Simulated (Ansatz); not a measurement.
Crystal: CoO.

```
Co O
1.0
    -1.50800    1.50800    2.10725
     1.50800   -1.50800    2.10725
     1.50800    1.50800   -2.10725
Co O
1 1
Direct
  0.00000 0.00000 0.00000
  0.50000 0.50000 0.00000
```

Base run:

```yaml
Program: Ansatz 0.2.0
Functional: PBE
Potentials_or_basis: all-electron LAPW, scalar-relativistic
Cutoff: 369 eV
Density_cutoff: 1475 eV
Basis_error_allowed: 0.001 eV/atom
k_mesh: 12 × 12 × 12
Occupations: gaussian, width 0.02 eV
Spin: collinear spin, ferromagnetic start
Starting_moments: "[2.0, 0.0] μB"
```

Its results: band gap on the k mesh none (metal or under the smearing width); pressure 0.0 GPa; net moment 2.94 μB per cell; site moments Co +2.60; O +0.33 μB.

Task: The run is repeated on the same cell with these changes: functional from PBE to PBEsol; occupations from gaussian, width 0.02 eV to gaussian, width 0.1 eV. What comes out?

Result: Band gap on the k mesh none (metal or under the smearing width); pressure -9.1 GPa; net moment 2.95 μB per cell; site moments Co +2.59; O +0.34 μB.

Caveats: a cell with one magnetic atom can't hold antiferromagnetic order, which such compounds often take; semilocal functionals often make such compounds metallic where correlation or magnetic order opens a gap, which also shifts bond lengths.

Not every run made on this cell is shown here.
